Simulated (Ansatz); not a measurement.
This Al2O3 structure is the end of a relaxation. The cell was found from a structure generator's guess, not taken from experiment.

Level of theory: DFT PBE, scalar-relativistic, plane waves, PAW in Ansatz 0.2.0. Cutoff 420 eV, Γ-centred mesh, Gaussian smearing, no spin polarisation.

```
Al O
1.0
    -2.92484    2.92484   10.09337
     2.92484   -2.92484   10.09337
     2.92484    2.92484  -10.09337
Al O
4 6
Direct
  0.08343 0.08343 0.00000
  0.83343 0.33343 0.50000
  0.91657 0.91657 0.00000
  0.66657 0.16657 0.50000
  0.00000 0.00000 0.00000
  0.37500 0.12500 0.25000
  0.87500 0.12500 0.75000
  0.87500 0.12500 0.25000
  0.87500 0.62500 0.75000
  0.75000 0.25000 0.50000
```

Energies over the elements count from the elements' standard structures at the same level (O₂ as a molecule), with no fitted energy shifts.

Question: Find its symmetry and describe it.

Answer: I4_1/amd (No. 141). Conventional cell: a = 5.850 Å, c = 20.187 Å. Al has 3 O at 1.68–1.69 Å; O on a site of symmetry -4m2 has 2 Al at 1.68 Å; around O on a site of symmetry 2/m lie 2 Al at 1.69 Å.

Question: What is its formation energy per atom?

Answer: −2.407 eV/atom. It lies below the elements, which doesn't yet make it stable against other compounds or structures.

Question: Is it a metal?

Answer: No, the gap on the 6×6×6 mesh is 3.42 eV.

Question: From what recipe could a structure generator have reached it?

Answer: One such recipe: 3-connected net, bridging atoms on its edges (I4_1/amd, No. 141). Other recipes can lead to the same cell.

The last run used a 6×6×6 mesh for its 10-atom cell and Gaussian smearing of 0.02 eV. Kohn–Sham gaps at this level usually fall short of measured ones. Symmetry constrained the relaxation, so the result can be a saddle point.
